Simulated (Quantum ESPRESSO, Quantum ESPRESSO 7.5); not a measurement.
**black arsenene, 1 layer: a series in strain along the first axis**

Wanted: a table for black arsenene, 1 layer against strain along the first axis, and what can be fitted to it.

Method: plane-wave DFT, PBE, GBRV ultrasoft pseudopotentials, in Quantum ESPRESSO 7.5.

This is a report of a sequence of runs, with most program output left out.

## Step 1: Starting point

The cell holds 4 atoms: 4 As. Its edges and angles: a = 4.750 Å, b = 3.680 Å, c = 17.480 Å, α = 90.0°, β = 90.0°, γ = 90.0°. It derives from As. Vacuum lies along c.

Set-up: Cell and atoms are first relaxed; each strained cell is then held, the other axis too, and the atoms relax in it. A periodic run with 15 Å of vacuum in the starting cell gives the vacuum levels, and bands follow along a path.

Members -2, -1, 0, 1 and 2 took the same steps and show in the table alone.

## Step 2: Relaxing cell and ions of the reference

What the set-up leaves free in this member is relaxed.

File ref.relax.in:

```
&control
  prefix = 'ref.relax'
  outdir = './out'
  pseudo_dir = './pseudo'
  nstep = 80
  forc_conv_thr = 0.0004
  calculation = 'vc-relax'
  etot_conv_thr = 1e-06
/
&system
  ibrav = 0
  nat = 4
  ntyp = 1
  ecutwfc = 50
  ecutrho = 250
  occupations = 'smearing'
  smearing = 'fd'
  degauss = 0.004
/
&electrons
  conv_thr = 1e-09
  mixing_beta = 0.4
  electron_maxstep = 120
  mixing_mode = 'plain'
/
&ions
/
&cell
  cell_dofree = '2Dxy'
  press_conv_thr = 0.3
/
ATOMIC_SPECIES
  As  74.9216  as_pbe_v1.uspp.F.UPF
CELL_PARAMETERS angstrom
  4.75000000000000 0.00000000000000 0.00000000000000
  0.00000000000000 3.68000000000000 0.00000000000000
  0.00000000000000 0.00000000000000 17.48000000000000
ATOMIC_POSITIONS crystal
  As  0.090000000000 0.000000000000 0.429061784897
  As  0.410000000000 0.500000000000 0.434782608696
  As  0.590000000000 0.500000000000 0.565217391304
  As  0.910000000000 0.000000000000 0.570938215103
K_POINTS automatic
  8 8 1 0 0 0
```

On the command line:

```bash
> OMP_NUM_THREADS=1 mpirun -n 4 pw.x -nk 4 -in ref.relax.in > ref.relax.out
```

Run time: 14 min. Hardware: 4 MPI ranks of Arm Neoverse N1, shared host; peak memory 0.95 GiB; 55 min of CPU time.

Step by step:

```csv
step,energy less that of the first step (eV),largest force (eV/Å),volume (Å³)
1,0.0000,1.8732,305.55
2,-0.2393,1.1282,307.74
3,-0.3632,0.3787,309.78
4,-0.3771,0.0807,310.47
5,-0.3775,0.0477,310.33
6,-0.3778,0.0144,310.09
7,-0.3781,0.0203,309.71
8,-0.3782,0.0329,309.34
9,-0.3783,0.0370,308.94
10,-0.3785,0.0276,308.32
11,-0.3786,0.0110,308.09
12,-0.3786,0.0026,308.08
13,-0.3786,0.0045,308.11
14,-0.3786,0.0095,308.11
15,-0.3786,0.0129,308.07
16,-0.3787,0.0155,308.00
17,-0.3787,0.0171,307.87
18,-0.3788,0.0172,307.67
19,-0.3788,0.0144,307.34
20,-0.3788,0.0099,307.00
21,-0.3788,0.0070,306.94
22,-0.3789,0.0070,306.94
```

```csv
cell as run,before,after,change
a (Å),4.750,4.756,+0.1 %
b (Å),3.680,3.692,+0.3 %
```

The atoms that moved most (Å, along periodic axes as changes of fractional coordinates times the final cell, across vacuum about the mean position):

```csv
atom,dx,dy,dz,length
As3,-0.091,0.000,0.061,0.110
As2,0.091,0.000,-0.061,0.110
As1,-0.090,0.000,0.039,0.098
As4,0.090,0.000,-0.039,0.098
```

Final coordinates:

```xyz
4
Lattice="4.7559 0.0000 0.0000 0.0000 3.6921 0.0000 0.0000 0.0000 17.4800" Properties=species:S:1:pos:R:3
As    0.3376    0.0000    7.5390
As    2.0410    1.8461    7.5388
As    2.7149    1.8461    9.9412
As    4.4183    0.0000    9.9410
```

 The last row is no step: it is a fresh SCF in the final cell with a new plane-wave basis, -0 meV from the row before.

This step gave:

| Property | Result |
| --- | --- |
| free energy | -2191.5518 eV |
| Fermi energy | -0.9328 eV |

## Step 3: Relaxing the ions, -4 %

File m0.relax.in:

```
&control
  prefix = 'm0.relax'
  outdir = './out'
  pseudo_dir = './pseudo'
  nstep = 40
  forc_conv_thr = 0.0003
  calculation = 'relax'
  tstress = .true.
/
&system
  ibrav = 0
  nat = 4
  ntyp = 1
  ecutwfc = 50
  ecutrho = 250
  occupations = 'smearing'
  smearing = 'fd'
  degauss = 0.002
/
&electrons
  conv_thr = 1e-09
  mixing_beta = 0.4
  electron_maxstep = 120
  mixing_mode = 'plain'
/
&ions
/
ATOMIC_SPECIES
  As  74.9216  as_pbe_v1.uspp.F.UPF
CELL_PARAMETERS angstrom
  4.56564548928000 0.00000000000000 0.00000000000000
  0.00000000000000 3.69213116100000 0.00000000000000
  0.00000000000000 0.00000000000000 17.48000000000000
ATOMIC_POSITIONS crystal
  As  0.070991666800 0.000000000000 0.431291237100
  As  0.429148043300 0.500000000000 0.431282668500
  As  0.570851956700 0.500000000000 0.568717331500
  As  0.929008333200 0.000000000000 0.568708762900
K_POINTS automatic
  8 8 1 0 0 0
```

On the command line:

```bash
> OMP_NUM_THREADS=1 mpirun -n 4 pw.x -nk 4 -in m0.relax.in > m0.relax.out
```

Run time: 3.8 min. Hardware: 4 MPI ranks; peak memory 0.91 GiB; 15 min of CPU time.

The steps of the relaxation:

```csv
step,energy less that of the first step (eV),largest force (eV/Å)
1,0.0000,0.5374
2,-0.0195,0.3491
3,-0.0316,0.1549
4,-0.0346,0.0268
5,-0.0347,0.0187
6,-0.0347,0.0074
```

The atoms that moved most (Å):

```csv
atom,dx,dy,dz,length
As4,0.033,0.000,0.009,0.034
As1,-0.033,0.000,-0.009,0.034
As3,-0.032,0.000,0.008,0.033
As2,0.032,0.000,-0.008,0.033
```

The relaxation lowers the energy by 9 meV an atom.

This step gave:

| Item | Value |
| --- | --- |
| free energy | -2191.5345 eV |
| Fermi energy | -0.6665 eV |

## Step 4: Ground state, -4 %

The self-consistent run of this member.

File m0.scf.in:

```
&control
  prefix = 'm0.scf'
  outdir = './out'
  pseudo_dir = './pseudo'
  calculation = 'scf'
  tprnfor = .true.
/
&system
  ibrav = 0
  nat = 4
  ntyp = 1
  ecutwfc = 40
  ecutrho = 200
  occupations = 'smearing'
  smearing = 'fd'
  degauss = 0.002
  nbnd = 14
/
&electrons
  conv_thr = 1e-09
  mixing_beta = 0.4
  electron_maxstep = 120
  mixing_mode = 'plain'
/
ATOMIC_SPECIES
  As  74.9216  as_pbe_v1.uspp.F.UPF
CELL_PARAMETERS angstrom
  4.56564548928000 0.00000000000000 0.00000000000000
  0.00000000000000 3.69213116100000 0.00000000000000
  0.00000000000000 0.00000000000000 17.48000000000000
ATOMIC_POSITIONS crystal
  As  0.063864598800 0.000000000000 0.430799664300
  As  0.436208103000 0.500000000000 0.430800722700
  As  0.563791897000 0.500000000000 0.569199277300
  As  0.936135401200 0.000000000000 0.569200335700
K_POINTS automatic
  8 8 1 0 0 0
```

On the command line:

```bash
> OMP_NUM_THREADS=1 mpirun -n 4 pw.x -nk 4 -in m0.scf.in > m0.scf.out
```

It took 40 s on 4 MPI ranks; peak memory 0.6 GiB; 2.7 min of CPU time.

Numbers from this step:

```
free energy                          : -2191.5302 eV
Fermi energy                         : -0.6662 eV
valence top, on the run's zero       : -0.8817 eV
conduction bottom, on the run's zero : -0.4693 eV
gap by band count                    : 0.4124 eV
```

## Step 5: Potential by pp.x, -4 %

plot_num = 11 writes the bare and Hartree potential, from which vacuum levels or, in a crystal, the mean potential are read.

File m0.pot.in:

```
&inputpp
  prefix = 'm0.scf'
  outdir = './out'
  filplot = 'm0.pot.dat'
  plot_num = 11
/
```

On the command line:

```bash
> OMP_NUM_THREADS=1 mpirun -n 4 pp.x -in m0.pot.in > m0.pot.out
```

Run time: 1.1 s. Hardware: 4 MPI ranks; peak memory 0.1 GiB.

Numbers from this step:

- slope of the potential above: 9.13e-5 eV/Å
- upper vacuum line continued to the top atoms, over the valence top: 4.257 eV
- slope of the potential below: -2.65e-4 eV/Å
- lower vacuum line continued to the bottom atoms, over the valence top: 4.256 eV
- vacuum level at the upper face over the valence top of the mesh: 4.258 eV
- vacuum level at the lower face over the valence top of the mesh: 4.258 eV

The potential energy, planar mean oscillates, so the rows of the table below give means over windows of 0.5 Å about each position, cut where the curve ends. Its maxima inside the range that stand out by 2 % of the span (Å: eV): 7.57: 33.0, 8.74: 0.890, 9.91: 33.0. Its minima: 6.88: -2.19, 8.27: -2.69, 9.21: -2.69, 10.60: -2.19.

Electrostatic potential energy of an electron; zero at the highest filled level of the SCF mesh. Potential energy, planar mean against z; means over each step:

z (Å), potential energy, planar mean (eV) and a bar from the least value:
```
      0.0        4.3 #####
      0.5        4.3 #####
      1.0        4.3 #####
      1.5        4.3 #####
      2.0        4.3 #####
      2.5        4.3 #####
      3.0        4.3 #####
      3.5        4.3 #####
      4.0        4.3 #####
      4.5        4.2 #####
      5.0        4.2 #####
      5.5        4.1 #####
      6.0        3.5 ####
      6.5        1.2 ##
      7.0        5.3 ######
      7.5       29.1 ##############################
      8.0        7.8 ########
      8.5       -0.4 
      9.0       -0.5 
      9.5        8.9 ##########
     10.0       29.1 ##############################
     10.5        4.3 #####
     11.0        1.3 ##
     11.5        3.6 ####
     12.0        4.1 #####
     12.5        4.2 #####
     13.0        4.2 #####
     13.5        4.3 #####
     14.0        4.3 #####
     14.5        4.3 #####
     15.0        4.3 #####
     15.5        4.3 #####
     16.0        4.3 #####
     16.5        4.3 #####
     17.0        4.3 #####
```

## Step 6: Bands along a path, -4 %

Bands along a path place the edges.

m0.bands.in, as its differences from the input of step 4:

```diff
@@ -1,7 +1,6 @@
 &control
-  prefix = 'm0.scf'
+  prefix = 'm0.bands'
   outdir = './out'
   pseudo_dir = './pseudo'
-  calculation = 'scf'
-  tprnfor = .true.
+  calculation = 'bands'
 /
@@ -16,6 +15,6 @@
   degauss = 0.002
-  nbnd = 14
+  nbnd = 16
 /
 &electrons
-  conv_thr = 1e-09
+  conv_thr = 1e-07
   mixing_beta = 0.4
@@ -35,3 +34,8 @@
   As  0.936135401200 0.000000000000 0.569200335700
-K_POINTS automatic
-  8 8 1 0 0 0
+K_POINTS crystal_b
+5
+  0.0000000000 0.0000000000 0.0000000000 12
+  0.5000000000 0.0000000000 0.0000000000 12
+  0.5000000000 0.5000000000 0.0000000000 12
+  0.0000000000 0.5000000000 0.0000000000 12
+  0.0000000000 0.0000000000 0.0000000000 1
```

On the command line:

```bash
> cp -r out/m0.scf.save out/m0.bands.save
> cp out/m0.scf.xml out/m0.bands.xml
> OMP_NUM_THREADS=1 mpirun -n 4 pw.x -nk 4 -in m0.bands.in > m0.bands.out
```

Run time: 56 s. Hardware: 4 MPI ranks; peak memory 0.36 GiB.

Read from the output:

| Item | Value |
| --- | --- |
| conduction bottom, on the run's zero | -0.4692 eV |

Band numbers count within the set of bands kept for display. The electronic bands at the labelled points (eV, zero at the highest filled level of the SCF mesh; v1 is the highest filled band, c1 the lowest empty one):

```csv
point,v4,v3,v2,v1,c1,c2,c3,c4
Γ,-3.08,-1.99,-1.47,-0.30,0.41,1.89,2.43,3.12
halfway,-2.77,-1.50,-1.48,-0.78,1.20,1.38,2.19,2.46
X,-2.01,-2.01,-0.84,-0.84,1.27,1.27,2.50,2.50
halfway,-2.95,-2.95,-1.59,-1.59,2.41,2.41,3.20,3.20
S,-4.22,-4.22,-1.79,-1.79,2.37,2.37,4.43,4.43
halfway,-3.48,-3.48,-1.79,-1.79,1.85,1.85,2.77,2.77
Y,-2.45,-2.45,-2.10,-2.10,0.94,0.94,1.37,1.37
halfway,-3.54,-2.34,-1.70,-0.86,0.98,1.05,2.45,2.95
Γ,-3.08,-1.99,-1.47,-0.30,0.41,1.89,2.43,3.12
```

Along this path the valence top lies near X and the conduction bottom at Γ.

## Step 7: Relaxing the ions, -3 %

File m1.relax.in:

```
&control
  prefix = 'm1.relax'
  outdir = './out'
  pseudo_dir = './pseudo'
  nstep = 40
  forc_conv_thr = 0.0003
  calculation = 'relax'
  tstress = .true.
/
&system
  ibrav = 0
  nat = 4
  ntyp = 1
  ecutwfc = 50
  ecutrho = 250
  occupations = 'smearing'
  smearing = 'fd'
  degauss = 0.002
/
&electrons
  conv_thr = 1e-09
  mixing_beta = 0.4
  electron_maxstep = 120
  mixing_mode = 'plain'
/
&ions
/
ATOMIC_SPECIES
  As  74.9216  as_pbe_v1.uspp.F.UPF
CELL_PARAMETERS angstrom
  4.61320429646000 0.00000000000000 0.00000000000000
  0.00000000000000 3.69213116100000 0.00000000000000
  0.00000000000000 0.00000000000000 17.48000000000000
ATOMIC_POSITIONS crystal
  As  0.070991666800 0.000000000000 0.431291237100
  As  0.429148043300 0.500000000000 0.431282668500
  As  0.570851956700 0.500000000000 0.568717331500
  As  0.929008333200 0.000000000000 0.568708762900
K_POINTS automatic
  8 8 1 0 0 0
```

On the command line:

```bash
> OMP_NUM_THREADS=1 mpirun -n 4 pw.x -nk 4 -in m1.relax.in > m1.relax.out
```

Elapsed: 3.9 min, on 4 MPI ranks; peak memory 0.91 GiB.

The steps of the relaxation:

```csv
step,energy less that of the first step (eV),largest force (eV/Å)
1,0.0000,0.3993
2,-0.0108,0.2629
3,-0.0176,0.1206
4,-0.0195,0.0210
5,-0.0195,0.0150
6,-0.0195,0.0064
```

The atoms that moved most (Å):

```csv
atom,dx,dy,dz,length
As4,0.024,0.000,0.007,0.025
As1,-0.024,0.000,-0.007,0.025
As3,-0.024,0.000,0.006,0.025
As2,0.024,0.000,-0.006,0.025
```

Final coordinates:

```cif
data_structure
_symmetry_space_group_name_H-M 'P 1'
_symmetry_Int_Tables_number 1
_cell_length_a 4.6132
_cell_length_b 3.6921
_cell_length_c 17.4800
_cell_angle_alpha 90.000
_cell_angle_beta 90.000
_cell_angle_gamma 90.000
_cell_volume 297.73
loop_
_atom_site_label
_atom_site_type_symbol
_atom_site_fract_x
_atom_site_fract_y
_atom_site_fract_z
_atom_site_occupancy
As1 As 0.06568 0.00000 0.43091 1
As2 As 0.43439 0.50000 0.43091 1
As3 As 0.56561 0.50000 0.56909 1
As4 As 0.93432 0.00000 0.56909 1
```

The relaxation lowers the energy by 5 meV an atom.

This step gave:

- free energy: -2191.5422 eV
- Fermi energy: -0.7346 eV

## Step 8: Ground state, -3 %

File m1.scf.in:

```
&control
  prefix = 'm1.scf'
  outdir = './out'
  pseudo_dir = './pseudo'
  calculation = 'scf'
  tprnfor = .true.
/
&system
  ibrav = 0
  nat = 4
  ntyp = 1
  ecutwfc = 40
  ecutrho = 200
  occupations = 'smearing'
  smearing = 'fd'
  degauss = 0.002
  nbnd = 14
/
&electrons
  conv_thr = 1e-09
  mixing_beta = 0.4
  electron_maxstep = 120
  mixing_mode = 'plain'
/
ATOMIC_SPECIES
  As  74.9216  as_pbe_v1.uspp.F.UPF
CELL_PARAMETERS angstrom
  4.61320429646000 0.00000000000000 0.00000000000000
  0.00000000000000 3.69213116100000 0.00000000000000
  0.00000000000000 0.00000000000000 17.48000000000000
ATOMIC_POSITIONS crystal
  As  0.065681126600 0.000000000000 0.430912060700
  As  0.434393030500 0.500000000000 0.430913128400
  As  0.565606969500 0.500000000000 0.569086871600
  As  0.934318873400 0.000000000000 0.569087939300
K_POINTS automatic
  8 8 1 0 0 0
```

On the command line:

```bash
> OMP_NUM_THREADS=1 mpirun -n 4 pw.x -nk 4 -in m1.scf.in > m1.scf.out
```

The job ended after 40 s (4 MPI ranks; peak memory 0.54 GiB; 2.7 min of CPU time).

This step gave:

* free energy: -2191.5380 eV
* Fermi energy: -0.7343 eV
* valence top, on the run's zero: -0.9991 eV
* conduction bottom, on the run's zero: -0.4880 eV
* gap by band count: 0.5112 eV

## Step 9: Relaxation with pw.x, 3 %

File m7.relax.in:

```
&control
  prefix = 'm7.relax'
  outdir = './out'
  pseudo_dir = './pseudo'
  nstep = 40
  forc_conv_thr = 0.0003
  calculation = 'relax'
  tstress = .true.
/
&system
  ibrav = 0
  nat = 4
  ntyp = 1
  ecutwfc = 50
  ecutrho = 250
  occupations = 'smearing'
  smearing = 'fd'
  degauss = 0.002
/
&electrons
  conv_thr = 1e-09
  mixing_beta = 0.4
  electron_maxstep = 120
  mixing_mode = 'plain'
/
&ions
/
ATOMIC_SPECIES
  As  74.9216  as_pbe_v1.uspp.F.UPF
CELL_PARAMETERS angstrom
  4.89855713954000 0.00000000000000 0.00000000000000
  0.00000000000000 3.69213116100000 0.00000000000000
  0.00000000000000 0.00000000000000 17.48000000000000
ATOMIC_POSITIONS crystal
  As  0.070991666800 0.000000000000 0.431291237100
  As  0.429148043300 0.500000000000 0.431282668500
  As  0.570851956700 0.500000000000 0.568717331500
  As  0.929008333200 0.000000000000 0.568708762900
K_POINTS automatic
  8 8 1 0 0 0
```

On the command line:

```bash
> OMP_NUM_THREADS=1 mpirun -n 4 pw.x -nk 4 -in m7.relax.in > m7.relax.out
```

Elapsed: 4.6 min, on 4 MPI ranks; peak memory 0.97 GiB; 18 min of CPU time.

(Continued in part 2 of 2.)

[Logs are printed without paths, hosts, clocks, repeated set-up lines and the standing remarks that a program may print on its own settings, such as how far it seeks lower states.]

[Hosts, paths, dates, database ids (printed as entryN), source tags and the programs' standing remarks are cut or masked in the printed files.]

[Maps of the electrostatic potential energy from Ansatz leave out the sawtooth potential of an applied field or a dipole correction, so their vacuum need not be flat; planar profiles and work functions include it.]
